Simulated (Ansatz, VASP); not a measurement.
# Si in VASP and in Ansatz

```
CELL_PARAMETERS angstrom
-2.40925 2.40925 1.32266
2.40925 -2.40925 1.32266
2.40925 2.40925 -1.32266
ATOMIC_POSITIONS crystal
Si 0.29057 0.75078 0.45830
Si 0.45943 0.49922 0.04170
```

Change from the starting cell: atom 1 moved 0.45 Å.

Alike in both runs: task single point; functional PBE; k mesh 14 × 14 × 14; occupations gaussian, width 0.15 eV; no spin polarisation.

|  | VASP | Ansatz |
| --- | --- | --- |
| version | VASP 6.6.1 | Ansatz 0.2.0 |
| potentials or method | VASP PAW PBE potentials, release 64 (Si) | scalar-relativistic, plane waves, PAW |
| plane-wave cutoff (eV) | 520 | 420 |
| valence electrons in the cell | 8 | 8 |

|  | VASP | Ansatz | Ansatz less VASP |
| --- | --- | --- | --- |
| gap on the k mesh at the Fermi level (eV) | none | none | - |
| pressure (GPa) | 11.7 | 11.8 | +0.13 |
| largest component of the traceless stress (GPa) | 30.60 | 30.76 | +0.160 |
| rms of the force components (eV/Å) | 2.944 | 2.959 | +0.0152 |

Atom by atom the forces differ by 0.015 eV/Å (rms over components). A gap of «none» marks a metal or a gap that the smearing closes. With one functional, cell and mesh, what is left measures potentials, basis and numerics.

Caveats: forces of over 1 eV/Å show positions far from the minimum, so gaps and moduli don't describe the material at rest.
